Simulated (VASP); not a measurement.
# ZnS (F-43m) in VASP: notebook

The runs below take ZnS through band structure, Born charges and dielectric tensor, with PBE.

All numbers are computed with VASP 6.6.1; they aren't measurements. Logs are shortened: lines on timing, memory, paths and dates and some standing lists are left out, and cuts for length are marked.

**What was measured.**

“Electronic, vibrational, and thermodynamic properties of ZnS (zincblende and rocksalt structure)”, 2009, arxiv:0911.5022 quotes, for a bulk crystal of ZnS at 19 K: band gap 3.85 eV (direct).

A printed reference work, monograph reports, for a bulk crystal of ZnS: high-frequency dielectric constant 5.14.

The runs below are set against these values where they give the same quantity.

## 1. The structure

The structure is cubic, space group F-43m (No. 216). The conventional cell has a = 5.447 Å, b = 5.447 Å, c = 5.447 Å, α = 90.00°, β = 90.00°, γ = 90.00°. Around Zn (site symmetry -43m) lie 4 S at 2.36 Å. S (site symmetry -43m) has 4 Zn at 2.36 Å as nearest neighbours.

## 2. Band structure, PBE

File INCAR:

```
SYSTEM = ZnS
  ALGO = Normal
  EDIFF = 1E-7
  ENCUT = 520
  GGA = PE
  ISIF = 2
  ISMEAR = 0
  LASPH = .True.
  LCHARG = .False.
  LREAL = .False.
  LWAVE = .False.
  NBANDS = 16
  NELM = 60
  PREC = Accurate
  SIGMA = 0.02
```

File KPOINTS:

```
k-points
0
Gamma
  10 10 10
  0 0 0
```

File POSCAR:

```
ZnS                                     
1.0
    0.0000000000      2.7235674202      2.7235674202
    2.7235674202      0.0000000000      2.7235674202
    2.7235674202      2.7235674202      0.0000000000
  Zn              S             
     1     1
Direct
     0.2500000000000000    0.2500000000000000    0.2500000000000000
     0.0000000000000000    0.0000000000000000    0.0000000000000000
```

File KPOINTS_OPT:

```
path GXWKGLUWLK,UX
20
line-mode
reciprocal
 0.0000000000  0.0000000000  0.0000000000  G
 0.5000000000  0.0000000000  0.5000000000  X

 0.5000000000  0.0000000000  0.5000000000  X
 0.5000000000  0.2500000000  0.7500000000  W

 0.5000000000  0.2500000000  0.7500000000  W
 0.3750000000  0.3750000000  0.7500000000  K

 0.3750000000  0.3750000000  0.7500000000  K
 0.0000000000  0.0000000000  0.0000000000  G

 0.0000000000  0.0000000000  0.0000000000  G
 0.5000000000  0.5000000000  0.5000000000  L

 0.5000000000  0.5000000000  0.5000000000  L
 0.6250000000  0.2500000000  0.6250000000  U

 0.6250000000  0.2500000000  0.6250000000  U
 0.5000000000  0.2500000000  0.7500000000  W

 0.5000000000  0.2500000000  0.7500000000  W
 0.5000000000  0.5000000000  0.5000000000  L

 0.5000000000  0.5000000000  0.5000000000  L
 0.3750000000  0.3750000000  0.7500000000  K

 0.6250000000  0.2500000000  0.6250000000  U
 0.5000000000  0.0000000000  0.5000000000  X
```

Potentials or basis: VASP PAW PBE potentials, release 64 (Zn, S).

On the command line:

```console
> cat potpaw_PBE.64/Zn/POTCAR potpaw_PBE.64/S/POTCAR > POTCAR
> mpirun -np 1 vasp_std > vasp.out
```

OUTCAR:

```text
SYSTEM = ZnS
   EDIFF = 1E-7
   ENCUT = 520
   GGA = PE
   ISIF = 2
   ISMEAR = 0
   LASPH = .True.
   LREAL = .False.
   NELM = 60
   PREC = Accurate

 ion  position               nearest neighbor table
   1  0.250  0.250  0.250-   2 2.36   2 2.36   2 2.36   2 2.36
   2  0.000  0.000  0.000-   1 2.36   1 2.36   1 2.36   1 2.36

  LATTYP: Found a face centered cubic cell.
 ALAT       =     5.4471348404

  Lattice vectors:

 A1 = (   0.0000000000,   2.7235674202,   2.7235674202)
 A2 = (   2.7235674202,   0.0000000000,   2.7235674202)
 A3 = (   2.7235674202,   2.7235674202,   0.0000000000)

Analysis of symmetry for initial positions (statically):
=====================================================================
 Subroutine PRICEL returns:
 Original cell was already a primitive cell.

 Routine SETGRP: Setting up the symmetry group for a
 face centered cubic supercell.

 Subroutine GETGRP returns: Found 24 space group operations
 (whereof 24 operations were pure point group operations)
 out of a pool of 48 trial point group operations.

The static configuration has the point symmetry T_d .

Analysis of symmetry for dynamics (positions and initial velocities):
=====================================================================
 Subroutine PRICEL returns:
 Original cell was already a primitive cell.

 Routine SETGRP: Setting up the symmetry group for a
 face centered cubic supercell.

 Subroutine GETGRP returns: Found 24 space group operations
 (whereof 24 operations were pure point group operations)
 out of a pool of 48 trial point group operations.

The dynamic configuration has the point symmetry T_d .

 Subroutine INISYM returns: Found 24 space group operations
 (whereof 24 operations are pure point group operations),
 and found     1 'primitive' translations

----------------------------------------------------------------------------------------

                                     Primitive cell

  volume of cell :      40.4059

  direct lattice vectors                    reciprocal lattice vectors
     0.000000000  2.723567420  2.723567420    -0.183582751  0.183582751  0.183582751
     2.723567420  0.000000000  2.723567420     0.183582751 -0.183582751  0.183582751
     2.723567420  2.723567420  0.000000000     0.183582751  0.183582751 -0.183582751

  length of vectors
     3.851705984  3.851705984  3.851705984     0.317974652  0.317974652  0.317974652

  position of ions in fractional coordinates (direct lattice)
     0.250000000  0.250000000  0.250000000
     0.000000000  0.000000000  0.000000000

  ion indices of the primitive-cell ions
   primitive index   ion index
                 1           1
                 2           2

----------------------------------------------------------------------------------------

 KPOINTS: k-points

Automatic generation of k-mesh.
 Grid dimensions read from file:
 generate k-points for:   10   10   10

 Generating k-lattice:

  Cartesian coordinates                     Fractional coordinates (reciprocal lattice)
    -0.018358275  0.018358275  0.018358275     0.100000000  0.000000000  0.000000000
     0.018358275 -0.018358275  0.018358275     0.000000000  0.100000000  0.000000000
     0.018358275  0.018358275 -0.018358275     0.000000000  0.000000000  0.100000000

  Length of vectors
     0.031797465  0.031797465  0.031797465

  Shift w.r.t. Gamma in fractional coordinates (k-lattice)
     0.000000000  0.000000000  0.000000000

 Subroutine IBZKPT returns following result:
 ===========================================

 Found     47 irreducible k-points:

 Following reciprocal coordinates:
            Coordinates               Weight
  0.000000  0.000000  0.000000      1.000000
  0.100000  0.000000  0.000000      8.000000
  0.200000  0.000000  0.000000      8.000000
  0.300000  0.000000  0.000000      8.000000
  0.400000  0.000000  0.000000      8.000000
  0.500000  0.000000  0.000000      4.000000
[... 16 lines left out ...]
  0.300000  0.300000  0.000000      6.000000
  0.400000  0.300000  0.000000     24.000000
 [... further k-points ...]
   k-points           NKPTS =     47   k-points in BZ     NKDIM =     47   number of bands    NBANDS=     16
   number of dos      NEDOS =    301   number of ions     NIONS =      2
   total plane-waves  NPLWV =  27000
   dimension x,y,z NGX =    30 NGY =   30 NGZ =   30
   dimension x,y,z NGXF=    60 NGYF=   60 NGZF=   60
   ions per type =               1   1
   NGX,Y,Z   is equivalent  to a cutoff of  12.95, 12.95, 12.95 a.u.
   NGXF,Y,Z  is equivalent  to a cutoff of  25.90, 25.90, 25.90 a.u.
 SYSTEM =  ZnS
   PREC   = accura    normal or accurate (medium, high low for compatibility)
   ISTART =      0    job   : 0-new  1-cont  2-samecut
   ICHARG =      2    charge: 1-file 2-atom 10-const
   ISPIN  =      1    spin polarized calculation?
   LNONCOLLINEAR =      F non collinear calculations
   LSORBIT =      F    spin-orbit coupling
   LASPH  =      T    aspherical Exc in radial PAW
   ENCUT  =  520.0 eV  38.22 Ry    6.18 a.u.   7.16  7.16  7.16*2*pi/ulx,y,z
   NELM   =     60;   NELMIN=  2; NELMDL= -5     # of ELM steps
   EDIFF  = 0.1E-06   stopping-criterion for ELM
   LREAL  =      F    real-space projection
   EDIFFG = 0.1E-05   stopping-criterion for IOM
   NSW    =      0    number of steps for IOM
   IBRION =     -1    ionic relax: 0-MD 1-quasi-New 2-CG
   NFREE  =      0    steps in history (QN), initial steepest desc. (CG)
   ISIF   =      2    stress and relaxation
   ISYM   =      2    0-nonsym 1-usesym 2-fastsym
   POTIM  = 0.5000    time-step for ionic-motion
   TEBEG  =    0.0;   TEEND  =   0.0 temperature during run
   PSTRESS=    0.0 pullay stress
   NELECT =      18.0000    total number of electrons
   NUPDOWN=      -1.0000    fix difference up-down
   EMIN   =  10.00;   EMAX   =-10.00  energy-range for DOS
   EFERMI =   0.00;   METHOD = LEGACY
   ISMEAR =     0;   SIGMA  =   0.02  broadening in eV -4-tet -1-fermi 0-gaus
   EFERMI_NEDOS =   21; number of points for ismear=-14 and -15
   IALGO  =     38    algorithm
   IMIX   =      4    mixing-type and parameters
     AMIX     =   0.40;   BMIX     =  1.00
     AMIX_MAG =   1.60;   BMIX_MAG =  1.00
  volume/ion in A,a.u.               =      20.20       136.34
  Fermi-wavevector in a.u.,A,eV,Ry     =   1.250310  2.362742 21.269633  1.563274
  Thomas-Fermi vector in A             =   2.384310
   LORBIT       =      0    0 simple, 1 ext, 2 COOP (PROOUT), +10 PAW based schemes
   GGA     = PE    functional components
   LHFCALC =     F    Hartree Fock is set to
   AEXX    =    0.0000 exact exchange contribution
   IVDW    =     0    specifies the selected vdW correction
   LEPSILON=     F    determine dielectric tensor
   LRPA    =     F    only Hartree local field effects (RPA)
 non-spin polarized calculation
 Gauss-broadening in eV      SIGMA  =   0.02
  energy-cutoff  :      520.00
  volume of cell :       40.41
 maximum number of plane-waves:      1106
 NGX is ok and might be reduce to    30
   NGX = 15   NGY = 15   NGZ = 15

 number of electron      18.0000007 magnetization

 Free energy of the ion-electron system (eV)
  ---------------------------------------------------
  ext. energy  EPLUGINS =         0.00000000
  ---------------------------------------------------
  free energy    TOTEN  =        -6.85265233 eV

  energy without entropy =       -6.85265233  energy(sigma->0) =       -6.85265233

 E-fermi :   2.0303     XC(G=0):  -9.5182

 val. band max:        1.8872264872   @ k =   0.0000   0.0000   0.0000
 cond. band min:       3.8978745300   @ k =   0.0000   0.0000   0.0000
 fundamental gap:      2.0106480428
 Fermi energy:         2.0302741667

 k-point     1 :       0.0000    0.0000    0.0000
  band No.  band energies     occupation
      1     -11.0897      2.00000
      2      -4.3597      2.00000
      3      -4.3597      2.00000
      4      -4.3597      2.00000
      5      -3.8893      2.00000
      6      -3.8893      2.00000
[... 8 lines left out ...]
     15      13.6219      0.00000
     16      13.6251      0.00000

 k-point     2 :       0.1000    0.0000    0.0000
  band No.  band energies     occupation
      1     -11.0173      2.00000
      2      -4.3585      2.00000
      3      -4.3466      2.00000
      4      -4.3466      2.00000
      5      -3.8905      2.00000
      6      -3.8905      2.00000
[... 8 lines left out ...]
     15      13.1877      0.00000
     16      14.2116      0.00000

 k-point     3 :       0.2000    0.0000    0.0000
  band No.  band energies     occupation
      1     -10.8177      2.00000
      2      -4.3374      2.00000
      3      -4.3142      2.00000
      4      -4.3142      2.00000
      5      -3.8904      2.00000
      6      -3.8904      2.00000
[... 8 lines left out ...]
     15      12.7760      0.00000
     16      14.3357      0.00000

 k-point     4 :       0.3000    0.0000    0.0000
  band No.  band energies     occupation
      1     -10.5476      2.00000
      2      -4.2795      2.00000
      3      -4.2795      2.00000
      4      -4.2464      2.00000
      5      -3.8827      2.00000
      6      -3.8827      2.00000
[... 8 lines left out ...]
     15      13.1310      0.00000
     16      13.7825      0.00000
[... 324 lines left out ...]
 k-point    22 :      -0.2000    0.2000    0.0000
  band No.  band energies     occupation
      1     -10.4560      2.00000
      2      -4.2599      2.00000
      3      -4.2567      2.00000
      4      -4.2323      2.00000
      5      -3.9092      2.00000
      6      -3.8536      2.00000
[... 8 lines left out ...]
     15      14.6728      0.00000
     16      16.3460      0.00000

 k-point    23 :       0.3000    0.3000    0.0000
  band No.  band energies     occupation
      1     -10.3660      2.00000
      2      -4.3944      2.00000
      3      -4.1693      2.00000
      4      -4.1693      2.00000
      5      -3.9162      2.00000
      6      -3.8431      2.00000
[... 8 lines left out ...]
     15      14.6866      0.00000
     16      18.3630      0.00000

 k-point    24 :       0.4000    0.3000    0.0000
  band No.  band energies     occupation
      1     -10.1746      2.00000
      2      -4.3593      2.00000
      3      -4.1269      2.00000
      4      -4.1172      2.00000
      5      -3.8626      2.00000
      6      -3.8359      2.00000
[... 8 lines left out ...]
     15      15.2129      0.00000
     16      17.5764      0.00000

 [... further k-points ...]
[... 5 lines left out ...]
  --------------------------------------------------------------------------------------
  -------------------------------------------------------------------------------------
  Total        0.0042534      0.0042534      0.0042534     -0.0000000      0.0000000      0.0000000
  in kB        0.1686569      0.1686569      0.1686569     -0.0000000      0.0000000      0.0000000
  external PRESSURE =       0.1686569 kB  Pullay stress =       0.0000000 kB

 VOLUME and BASIS-vectors are now :
 -----------------------------------------------------------------------------
  energy-cutoff  :      520.00
  volume of cell :       40.41
      direct lattice vectors                 reciprocal lattice vectors
     0.000000000  2.723567420  2.723567420    -0.183582751  0.183582751  0.183582751
     2.723567420  0.000000000  2.723567420     0.183582751 -0.183582751  0.183582751
     2.723567420  2.723567420  0.000000000     0.183582751  0.183582751 -0.183582751

 POSITION                                       TOTAL-FORCE (eV/Angst)
 -----------------------------------------------------------------------------------
      1.36178      1.36178      1.36178        -0.000000     -0.000000     -0.000000
      0.00000      0.00000      0.00000         0.000000      0.000000      0.000000
 -----------------------------------------------------------------------------------
    total drift:                                0.000000      0.000000      0.000000

  FREE ENERGIE OF THE ION-ELECTRON SYSTEM (eV)
  ---------------------------------------------------
  free  energy   TOTEN  =        -6.8526523271 eV

  energy  without entropy=       -6.8526523271  energy(sigma->0) =       -6.85265233
```

Run time: 2 min. Hardware: 1 thread of AMD EPYC 7R13 (Zen 3), shared host; peak memory 0.17 GiB.

What came out:

```
Free energy             : -6.8527 eV
Pressure                : 0.0 GPa
Band gap on the k mesh  : 2.01 eV, direct
Band gap along the path : 2.01 eV, direct
```

Levels at the corners of the path, in eV from the valence-band top:
```csv
point,band 6,band 7,band 8,band 9,band 10,band 11,band 12,band 13
Γ,-5.78,0.00,0.00,0.00,2.01,6.41,6.41,6.41
X,-5.57,-4.47,-2.13,-2.13,3.46,4.07,10.81,11.81
X,-5.57,-4.47,-2.13,-2.13,3.46,4.07,10.81,11.81
W,-5.40,-4.47,-2.63,-2.62,5.71,5.93,7.82,8.25
W,-5.40,-4.47,-2.63,-2.62,5.71,5.93,7.82,8.25
K,-5.45,-4.50,-3.00,-1.74,4.15,5.91,9.33,9.72
K,-5.45,-4.50,-3.00,-1.74,4.15,5.91,9.33,9.72
Γ,-5.78,0.00,0.00,0.00,2.01,6.41,6.41,6.41
Γ,-5.78,0.00,0.00,0.00,2.01,6.41,6.41,6.41
L,-5.58,-5.14,-0.83,-0.83,3.26,6.94,6.94,8.79
L,-5.58,-5.14,-0.83,-0.83,3.26,6.94,6.94,8.79
U,-5.45,-4.50,-3.00,-1.74,4.15,5.91,9.33,9.72
U,-5.45,-4.50,-3.00,-1.74,4.15,5.91,9.33,9.72
W,-5.40,-4.47,-2.63,-2.62,5.71,5.93,7.82,8.25
W,-5.40,-4.47,-2.63,-2.62,5.71,5.93,7.82,8.25
L,-5.58,-5.14,-0.83,-0.83,3.26,6.94,6.94,8.79
L,-5.58,-5.14,-0.83,-0.83,3.26,6.94,6.94,8.79
K,-5.45,-4.50,-3.00,-1.74,4.15,5.91,9.33,9.72
U,-5.45,-4.50,-3.00,-1.74,4.15,5.91,9.33,9.72
X,-5.57,-4.47,-2.13,-2.13,3.46,4.07,10.81,11.81
```

[end of part 1 of 2]
